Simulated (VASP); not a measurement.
# BP (F-43m) in VASP: notebook

One crystal, BP, is run at these levels: PBEsol; tasks: relaxation of the atoms.

Everything below comes from runs of VASP 6.6.1. Logs are shortened: lines on timing, memory, paths and dates and some standing lists are left out, and cuts for length are marked.

### Step 1. The crystal as given

It takes space group F-43m (No. 216, cubic). Conventional cell: a = 4.521 Å, b = 4.521 Å, c = 4.521 Å, α = 90.00°, β = 90.00°, γ = 90.00°. Around B (site symmetry -43m) lie 4 P at 1.96 Å. Around P (site symmetry -43m) lie 4 B at 1.96 Å.

### Step 2. Relaxation of the atoms, PBEsol

The input, INCAR:

```
PREC     = Accurate       # precision mode
ENCUT    = 600            # plane-wave cutoff, eV
EDIFF    = 1E-7           # SCF threshold, eV
ISMEAR   = 0              # smearing method
SIGMA    = 0.03           # smearing width, eV
LREAL    = F              # projectors in reciprocal space
LASPH    = T              # aspherical terms in the spheres
NELM     = 80             # most SCF steps
ALGO     = Normal         # electronic algorithm
ISIF     = 2              # what is computed and relaxed
LWAVE    = F              # write WAVECAR
LCHARG   = F              # write CHGCAR
GGA      = PS             # functional
IBRION   = 2              # ionic algorithm
NSW      = 40             # ionic steps
EDIFFG   = -0.01          # ionic threshold
```

The input, KPOINTS:

```
Automatic mesh
0
Gamma
  10 10 10
```

The input, POSCAR:

```
BP                                      
1.0
    0.0000000000      2.2605516541      2.2605516541
    2.2605516541      0.0000000000      2.2605516541
    2.2605516541      2.2605516541      0.0000000000
  B               P             
     1     1
Direct
     0.0000000000000000    0.0000000000000000    0.0000000000000000
     0.2500000000000000    0.2500000000000000    0.2500000000000000
```

Potentials or basis: VASP PAW PBE potentials, release 64 (B, P).

Run with:

```bash
$ cat potpaw_PBE.64/B/POTCAR potpaw_PBE.64/P/POTCAR > POTCAR
$ mpirun -np 1 vasp_std > vasp.out
```

OUTCAR:

```text
PREC = Accurate
   ENCUT = 600
   EDIFF = 1E-7
   ISMEAR = 0
   LREAL = F
   LASPH = T
   NELM = 80
   ISIF = 2
   GGA = PS
   IBRION = 2
   NSW = 40
   EDIFFG = -0.01

 ion  position               nearest neighbor table
   1  0.000  0.000  0.000-   2 1.96   2 1.96   2 1.96   2 1.96
   2  0.250  0.250  0.250-   1 1.96   1 1.96   1 1.96   1 1.96

  LATTYP: Found a face centered cubic cell.
 ALAT       =     4.5211033082

  Lattice vectors:

 A1 = (   0.0000000000,   2.2605516541,   2.2605516541)
 A2 = (   2.2605516541,   0.0000000000,   2.2605516541)
 A3 = (   2.2605516541,   2.2605516541,   0.0000000000)

Analysis of symmetry for initial positions (statically):
=====================================================================
 Subroutine PRICEL returns:
 Original cell was already a primitive cell.

 Routine SETGRP: Setting up the symmetry group for a
 face centered cubic supercell.

 Subroutine GETGRP returns: Found 24 space group operations
 (whereof 24 operations were pure point group operations)
 out of a pool of 48 trial point group operations.

The static configuration has the point symmetry T_d .

Analysis of symmetry for dynamics (positions and initial velocities):
=====================================================================
 Subroutine PRICEL returns:
 Original cell was already a primitive cell.

 Routine SETGRP: Setting up the symmetry group for a
 face centered cubic supercell.

 Subroutine GETGRP returns: Found 24 space group operations
 (whereof 24 operations were pure point group operations)
 out of a pool of 48 trial point group operations.

The dynamic configuration has the point symmetry T_d .

 Subroutine INISYM returns: Found 24 space group operations
 (whereof 24 operations are pure point group operations),
 and found     1 'primitive' translations

----------------------------------------------------------------------------------------

                                     Primitive cell

  volume of cell :      23.1033

  direct lattice vectors                    reciprocal lattice vectors
     0.000000000  2.260551654  2.260551654    -0.221184948  0.221184948  0.221184948
     2.260551654  0.000000000  2.260551654     0.221184948 -0.221184948  0.221184948
     2.260551654  2.260551654  0.000000000     0.221184948  0.221184948 -0.221184948

  length of vectors
     3.196902808  3.196902808  3.196902808     0.383103568  0.383103568  0.383103568

  position of ions in fractional coordinates (direct lattice)
     0.000000000  0.000000000  0.000000000
     0.250000000  0.250000000  0.250000000

  ion indices of the primitive-cell ions
   primitive index   ion index
                 1           1
                 2           2

----------------------------------------------------------------------------------------

 KPOINTS: Automatic mesh

Automatic generation of k-mesh.
 Grid dimensions read from file:
 generate k-points for:   10   10   10

 Generating k-lattice:

  Cartesian coordinates                     Fractional coordinates (reciprocal lattice)
    -0.022118495  0.022118495  0.022118495     0.100000000  0.000000000  0.000000000
     0.022118495 -0.022118495  0.022118495     0.000000000  0.100000000  0.000000000
     0.022118495  0.022118495 -0.022118495     0.000000000  0.000000000  0.100000000

  Length of vectors
     0.038310357  0.038310357  0.038310357

  Shift w.r.t. Gamma in fractional coordinates (k-lattice)
     0.000000000  0.000000000  0.000000000

 Subroutine IBZKPT returns following result:
 ===========================================

 Found     47 irreducible k-points:

 Following reciprocal coordinates:
            Coordinates               Weight
  0.000000  0.000000  0.000000      1.000000
  0.100000  0.000000  0.000000      8.000000
  0.200000  0.000000  0.000000      8.000000
  0.300000  0.000000  0.000000      8.000000
  0.400000  0.000000  0.000000      8.000000
  0.500000  0.000000  0.000000      4.000000
[... 16 lines left out ...]
  0.300000  0.300000  0.000000      6.000000
  0.400000  0.300000  0.000000     24.000000
 [... further k-points ...]
   k-points           NKPTS =     47   k-points in BZ     NKDIM =     47   number of bands    NBANDS=      8
   number of dos      NEDOS =    301   number of ions     NIONS =      2
   total plane-waves  NPLWV =  21952
   dimension x,y,z NGX =    28 NGY =   28 NGZ =   28
   dimension x,y,z NGXF=    56 NGYF=   56 NGZF=   56
   ions per type =               1   1
   NGX,Y,Z   is equivalent  to a cutoff of  14.56, 14.56, 14.56 a.u.
   NGXF,Y,Z  is equivalent  to a cutoff of  29.12, 29.12, 29.12 a.u.
 SYSTEM =  unknown system
   PREC   = accura    normal or accurate (medium, high low for compatibility)
   ISTART =      0    job   : 0-new  1-cont  2-samecut
   ICHARG =      2    charge: 1-file 2-atom 10-const
   ISPIN  =      1    spin polarized calculation?
   LNONCOLLINEAR =      F non collinear calculations
   LSORBIT =      F    spin-orbit coupling
   LASPH  =      T    aspherical Exc in radial PAW
   ENCUT  =  600.0 eV  44.10 Ry    6.64 a.u.   6.39  6.39  6.39*2*pi/ulx,y,z
   NELM   =     80;   NELMIN=  2; NELMDL= -5     # of ELM steps
   EDIFF  = 0.1E-06   stopping-criterion for ELM
   LREAL  =      F    real-space projection
   EDIFFG = -.1E-01   stopping-criterion for IOM
   NSW    =     40    number of steps for IOM
   IBRION =      2    ionic relax: 0-MD 1-quasi-New 2-CG
   NFREE  =      1    steps in history (QN), initial steepest desc. (CG)
   ISIF   =      2    stress and relaxation
   ISYM   =      2    0-nonsym 1-usesym 2-fastsym
   POTIM  = 0.5000    time-step for ionic-motion
   TEBEG  =    0.0;   TEEND  =   0.0 temperature during run
   PSTRESS=    0.0 pullay stress
   NELECT =       8.0000    total number of electrons
   NUPDOWN=      -1.0000    fix difference up-down
   EMIN   =  10.00;   EMAX   =-10.00  energy-range for DOS
   EFERMI =   0.00;   METHOD = LEGACY
   ISMEAR =     0;   SIGMA  =   0.03  broadening in eV -4-tet -1-fermi 0-gaus
   EFERMI_NEDOS =   21; number of points for ismear=-14 and -15
   IALGO  =     38    algorithm
   IMIX   =      4    mixing-type and parameters
     AMIX     =   0.40;   BMIX     =  1.00
     AMIX_MAG =   1.60;   BMIX_MAG =  1.00
  volume/ion in A,a.u.               =      11.55        77.95
  Fermi-wavevector in a.u.,A,eV,Ry     =   1.149601  2.172431 17.981215  1.321582
  Thomas-Fermi vector in A             =   2.286270
   LORBIT       =      0    0 simple, 1 ext, 2 COOP (PROOUT), +10 PAW based schemes
   GGA     = PS    functional components
   LHFCALC =     F    Hartree Fock is set to
   AEXX    =    0.0000 exact exchange contribution
   IVDW    =     0    specifies the selected vdW correction
   LEPSILON=     F    determine dielectric tensor
   LRPA    =     F    only Hartree local field effects (RPA)
 conjugate gradient relaxation of ions
 non-spin polarized calculation
 Gauss-broadening in eV      SIGMA  =   0.03
  energy-cutoff  :      600.00
  volume of cell :       23.10
 maximum number of plane-waves:       785
 NGX is ok and might be reduce to    28
   NGX = 13   NGY = 13   NGZ = 13

 number of electron       8.0000000 magnetization

 Free energy of the ion-electron system (eV)
  ---------------------------------------------------
  ext. energy  EPLUGINS =         0.00000000
  ---------------------------------------------------
  free energy    TOTEN  =       -13.67526506 eV

  energy without entropy =      -13.67526506  energy(sigma->0) =      -13.67526506

 E-fermi :   7.6771     XC(G=0): -11.0930

 val. band max:        7.5378211394   @ k =   0.0000   0.0000   0.0000
 cond. band min:       8.6543108817   @ k =   0.4000   0.4000   0.0000
 fundamental gap:      1.1164897423
 Fermi energy:         7.6770830318

 k-point     1 :       0.0000    0.0000    0.0000
  band No.  band energies     occupation
      1      -8.0601      2.00000
      2       7.5378      2.00000
      3       7.5378      2.00000
      4       7.5378      2.00000
      5      10.9113      0.00000
      6      10.9113      0.00000
      7      10.9113      0.00000
      8      15.0509      0.00000

 k-point     2 :       0.1000    0.0000    0.0000
  band No.  band energies     occupation
      1      -7.8777      2.00000
      2       6.2154      2.00000
      3       7.2363      2.00000
      4       7.2363      2.00000
      5      11.3274      0.00000
      6      11.3274      0.00000
      7      11.3582      0.00000
      8      15.5574      0.00000

 k-point     3 :       0.2000    0.0000    0.0000
  band No.  band energies     occupation
      1      -7.3371      2.00000
      2       3.8434      2.00000
      3       6.6685      2.00000
      4       6.6685      2.00000
      5      11.5703      0.00000
      6      12.0524      0.00000
      7      12.0524      0.00000
      8      16.6686      0.00000

 k-point     4 :       0.3000    0.0000    0.0000
  band No.  band energies     occupation
      1      -6.4670      2.00000
      2       1.4532      2.00000
      3       6.1745      2.00000
      4       6.1745      2.00000
      5      11.4880      0.00000
      6      12.3662      0.00000
      7      12.3662      0.00000
      8      17.4681      0.00000

 k-point     5 :       0.4000    0.0000    0.0000
  band No.  band energies     occupation
      1      -5.3774      2.00000
      2      -0.6006      2.00000
      3       5.8624      2.00000
      4       5.8624      2.00000
      5      11.3801      0.00000
      6      12.2773      0.00000
      7      12.2773      0.00000
      8      17.5645      0.00000
[... 177 lines left out ...]
 k-point    22 :      -0.2000    0.2000    0.0000
  band No.  band energies     occupation
      1      -6.1717      2.00000
      2       2.2441      2.00000
      3       3.2760      2.00000
      4       6.2777      2.00000
      5      11.9776      0.00000
      6      12.8430      0.00000
      7      13.9184      0.00000
      8      15.8645      0.00000

 k-point    23 :       0.3000    0.3000    0.0000
  band No.  band energies     occupation
      1      -5.9178      2.00000
      2       2.6954      2.00000
      3       4.2569      2.00000
      4       4.2569      2.00000
      5       8.9567      0.00000
      6      11.3086      0.00000
      7      16.4466      0.00000
      8      16.4466      0.00000

 k-point    24 :       0.4000    0.3000    0.0000
  band No.  band energies     occupation
      1      -5.0798      2.00000
      2       1.3491      2.00000
      3       3.4067      2.00000
      4       3.9589      2.00000
      5       9.2412      0.00000
      6      11.0314      0.00000
      7      17.0650      0.00000
      8      17.0687      0.00000

 [... further k-points ...]

------------------------ aborting loop because EDIFF is reached ----------------------------------------

  FORCE on cell =-STRESS in cart. coord.  units (eV):
  Direction    XX          YY          ZZ          XY          YZ          ZX
  --------------------------------------------------------------------------------------
  -------------------------------------------------------------------------------------
  Total        0.0001758      0.0001758      0.0001758     -0.0000000      0.0000000      0.0000000
  in kB        0.0121920      0.0121920      0.0121920     -0.0000000      0.0000000      0.0000000
  external PRESSURE =       0.0121920 kB  Pullay stress =       0.0000000 kB

 VOLUME and BASIS-vectors are now :
 -----------------------------------------------------------------------------
  energy-cutoff  :      600.00
  volume of cell :       23.10
      direct lattice vectors                 reciprocal lattice vectors
     0.000000000  2.260551654  2.260551654    -0.221184948  0.221184948  0.221184948
     2.260551654  0.000000000  2.260551654     0.221184948 -0.221184948  0.221184948
     2.260551654  2.260551654  0.000000000     0.221184948  0.221184948 -0.221184948

 POSITION                                       TOTAL-FORCE (eV/Angst)
 -----------------------------------------------------------------------------------
      0.00000      0.00000      0.00000        -0.000000      0.000000      0.000000
      1.13028      1.13028      1.13028         0.000000     -0.000000     -0.000000
 -----------------------------------------------------------------------------------
    total drift:                               -0.000000     -0.000000      0.000000

  FREE ENERGIE OF THE ION-ELECTRON SYSTEM (eV)
  ---------------------------------------------------
  free  energy   TOTEN  =       -13.6752650567 eV

  energy  without entropy=      -13.6752650567  energy(sigma->0) =      -13.67526506

 reached required accuracy - stopping structural energy minimisation
```

It took 12 s on 1 thread of Intel Xeon Platinum 8488C (Sapphire Rapids), shared host; peak memory 0.15 GiB.

Results:

```
Free energy             : -13.6753 eV
Pressure after relaxing : 0.0 GPa
Band gap on the k mesh  : 1.12 eV, indirect (least direct gap 3.37 eV)
```

Final structure:
```xyz
2
Lattice="0.0000 2.2606 2.2606 2.2606 0.0000 2.2606 2.2606 2.2606 0.0000" Properties=species:S:1:pos:R:3 pbc="T T T"
B     0.0000    0.0000    0.0000
P     1.1303    1.1303    1.1303
```

Levels at points of the mesh, in eV from the valence-band top:
| k point | band 1 | band 2 | band 3 | band 4 | band 5 | band 6 | band 7 | band 8 |
| --- | --- | --- | --- | --- | --- | --- | --- | --- |
| (0.00, 0.00, 0.00) | -15.60 | 0.00 | 0.00 | 0.00 | 3.37 | 3.37 | 3.37 | 7.51 |
| (0.50, 0.00, 0.00) | -12.20 | -9.18 | -1.78 | -1.78 | 3.80 | 4.66 | 4.66 | 9.97 |
| (0.50, 0.50, 0.00) | -10.66 | -8.66 | -4.19 | -4.19 | 1.20 | 1.51 | 12.20 | 12.20 |

Caveat: the relaxation stopped at its first step, so nothing moved; the PAW data sets were made with another functional, which shifts forces and pressure a little. A k mesh can miss the band edges.

### Step 3. Relaxation of the atoms, PBEsol (a relaxed cell with its volume scaled by 1.02)

INCAR is that of step 2.

KPOINTS is that of step 2.

The input, POSCAR:

```
BP                                      
1.0
    0.0000000000      2.2755226312      2.2755226312
    2.2755226312      0.0000000000      2.2755226312
    2.2755226312      2.2755226312      0.0000000000
  B               P             
     1     1
Direct
     0.0000000000000000    0.0000000000000000    0.0000000000000000
     0.2500000000000000    0.2500000000000000    0.2500000000000000
```

Potentials or basis: VASP PAW PBE potentials, release 64 (B, P).

Run with:

```bash
$ cat potpaw_PBE.64/B/POTCAR potpaw_PBE.64/P/POTCAR > POTCAR
$ mpirun -np 1 vasp_std > vasp.out
```

OUTCAR:

```text
PREC = Accurate
   ENCUT = 600
   EDIFF = 1E-7
   ISMEAR = 0
   LREAL = F
   LASPH = T
   NELM = 80
   ISIF = 2
   GGA = PS
   IBRION = 2
   NSW = 40
   EDIFFG = -0.01

 ion  position               nearest neighbor table
   1  0.000  0.000  0.000-   2 1.97   2 1.97   2 1.97   2 1.97
   2  0.250  0.250  0.250-   1 1.97   1 1.97   1 1.97   1 1.97

  LATTYP: Found a face centered cubic cell.
 ALAT       =     4.5510452624

  Lattice vectors:

[... 455 lines left out ...]

  FORCE on cell =-STRESS in cart. coord.  units (eV):
  Direction    XX          YY          ZZ          XY          YZ          ZX
  --------------------------------------------------------------------------------------
  -------------------------------------------------------------------------------------
  Total       -0.4744826     -0.4744826     -0.4744826      0.0000000      0.0000000     -0.0000000
  in kB      -32.2594800    -32.2594800    -32.2594800      0.0000000      0.0000000     -0.0000000
  external PRESSURE =     -32.2594800 kB  Pullay stress =       0.0000000 kB

 VOLUME and BASIS-vectors are now :
 -----------------------------------------------------------------------------
  energy-cutoff  :      600.00
  volume of cell :       23.57
      direct lattice vectors                 reciprocal lattice vectors
     0.000000000  2.275522631  2.275522631    -0.219729742  0.219729742  0.219729742
     2.275522631  0.000000000  2.275522631     0.219729742 -0.219729742  0.219729742
     2.275522631  2.275522631  0.000000000     0.219729742  0.219729742 -0.219729742

 POSITION                                       TOTAL-FORCE (eV/Angst)
 -----------------------------------------------------------------------------------
      0.00000      0.00000      0.00000        -0.000000     -0.000000     -0.000000
      1.13776      1.13776      1.13776         0.000000      0.000000      0.000000
 -----------------------------------------------------------------------------------
    total drift:                               -0.000000     -0.000000     -0.000000

  FREE ENERGIE OF THE ION-ELECTRON SYSTEM (eV)
  ---------------------------------------------------
  free  energy   TOTEN  =       -13.6706909530 eV

  energy  without entropy=      -13.6706909530  energy(sigma->0) =      -13.67069095

 reached required accuracy - stopping structural energy minimisation
```

It took 12 s on 1 thread of Intel Xeon Platinum 8488C (Sapphire Rapids), shared host; peak memory 0.15 GiB.

What came out:

```yaml
Free_energy: -13.6707 eV
Pressure_after_relaxing: -3.2 GPa
Band_gap_on_the_k_mesh: 1.14 eV, indirect (least direct gap 3.34 eV)
```

Final structure:
```yaml
crystal:
  lattice:
    - [0.00000, 2.27552, 2.27552]
    - [2.27552, 0.00000, 2.27552]
    - [2.27552, 2.27552, 0.00000]
  atoms:
    - { symbol: B, position: [0.00000, 0.00000, 0.00000] }
    - { symbol: P, position: [0.25000, 0.25000, 0.25000] }
```

Caveat: the relaxation stopped at its first step, so nothing moved; the PAW data sets were made with another functional, which shifts forces and pressure a little.

### Step 4. Relaxation of the atoms, PBEsol (a relaxed cell with its volume scaled by 1.04)

INCAR is that of step 3.

KPOINTS is that of step 3.

The input, POSCAR:

```
BP                                      
1.0
    0.0000000000      2.2902991662      2.2902991662
    2.2902991662      0.0000000000      2.2902991662
    2.2902991662      2.2902991662      0.0000000000
  B               P             
     1     1
Direct
     0.0000000000000000    0.0000000000000000    0.0000000000000000
     0.2500000000000000    0.2500000000000000    0.2500000000000000
```

Run with:

```bash
$ cat potpaw_PBE.64/B/POTCAR potpaw_PBE.64/P/POTCAR > POTCAR
$ mpirun -np 1 vasp_std > vasp.out
```

Wall time 11 s (1 thread of Intel Xeon Platinum 8488C (Sapphire Rapids), shared host); peak memory 0.15 GiB.

It converged, with:

```yaml
Free_energy: -13.6572 eV
Pressure_after_relaxing: -6.2 GPa
Band_gap_on_the_k_mesh: 1.17 eV, indirect (least direct gap 3.32 eV)
```

Final structure:
```yaml
crystal:
  lattice:
    - [0.00000, 2.29030, 2.29030]
    - [2.29030, 0.00000, 2.29030]
    - [2.29030, 2.29030, 0.00000]
  atoms:
    - { symbol: B, position: [0.00000, 0.00000, 0.00000] }
    - { symbol: P, position: [0.25000, 0.25000, 0.25000] }
```

Levels at points of the mesh, in eV from the valence-band top:
```tsv
k point	band 1	band 2	band 3	band 4	band 5	band 6	band 7	band 8
(0.00, 0.00, 0.00)	-15.25	0.00	0.00	0.00	3.32	3.32	3.32	6.92
(0.50, 0.00, 0.00)	-12.01	-8.90	-1.73	-1.73	3.57	4.63	4.63	9.83
(0.50, 0.50, 0.00)	-10.52	-8.46	-4.04	-4.04	1.28	1.54	11.84	11.84
```

Caveat: the relaxation stopped at its first step, so nothing moved; the PAW data sets were made with another functional, which shifts forces and pressure a little. A k mesh can miss the band edges.

(Continued in part 2 of 2.)
